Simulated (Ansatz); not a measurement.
# TiAl: the cost of one run

Method: DFT PBEsol, scalar-relativistic, plane waves, PAW, in Ansatz 0.2.0.

2 further runs of the same task are left out: 2 set aside as unsound or not needed.

**1. The system as given**

The structure is tetragonal, space group P4/mmm (No. 123). Conventional cell: a = 2.795 Å, b = 2.795 Å, c = 4.039 Å, α = 90.00°, β = 90.00°, γ = 90.00°. Around Ti (site symmetry 4/mmm) lie 4 Ti at 2.80 Å and 8 Al at 2.83 Å. Around Al (site symmetry 4/mmm) lie 4 Al at 2.80 Å and 8 Ti at 2.83 Å.

As a file:

```
Ti Al
1.0
    -2.79516    0.00000    0.00000
     0.00000    2.79516    4.03874
     0.00000    2.79516   -4.03874
Ti Al
2 2
Direct
  0.00000 0.50000 0.50000
  0.00000 0.00000 0.00000
  0.50000 0.50000 0.00000
  0.50000 0.00000 0.50000
```

It is built from the cell relaxed beforehand with the same method (15.78 Å³/atom).

**2. Zero of energy**

The cell is repeated 2 times, 4 atoms in all. The reference gives a free energy of -5998.5541 eV, pressure -0.01 GPa, largest force 0.000 eV/Å and gap on the mesh none (metal). It was computed beforehand with the settings of the runs below.

**3. Breaking the symmetry**

A zone-boundary wave of random shape, sigma 0.05 Å. Displacements in the unstrained cell, with the mean shift removed:

```tsv
atom	ux (Å)	uy (Å)	uz (Å)
Ti1	-0.009	0.005	-0.035
Ti2	0.009	-0.005	0.035
Al3	-0.066	-0.009	-0.029
Al4	0.066	0.009	0.029
```

**4. The disturbed cell, one point**

Contents of input.yaml:

```yaml
crystal:
  lattice:
    - [-2.7951585985, 0.0, 0.0]
    - [0.0, 2.7951585985, 4.0387404749]
    - [0.0, 2.7951585985, -4.0387404749]
  atoms:
    - { symbol: Ti, position: [0.0033091094, 0.4966110519, 0.5052090097] }
    - { symbol: Ti, position: [-0.0033091094, 0.0033889481, -0.0052090097] }
    - { symbol: Al, position: [0.523607475, 0.4947465173, 0.0020083712] }
    - { symbol: Al, position: [0.476392525, 0.0052534827, 0.4979916288] }
basis:
  ecutwfc: 420
kpoints:
  mp_grid: { grid: [12, 8, 8] }
hamiltonian:
  xc: pbesol
scf:
  occupations: { method: gaussian, width: 0.15 }
output:
  forces: true
  stress: true
  eigenvalues: true
```

Started as:

```
$ ansatz run input.yaml --threads 1 --pin off --max-ram 2560MiB --backend cpu --events-out ev --progress --plain --runs-dir out
```

Q: Estimate wall time and peak memory on 1 thread of Intel Xeon Platinum 8259CL at 2.50GHz (Skylake/Cascade Lake), shared host.

About 25 s, with a peak of 0.67 GiB.
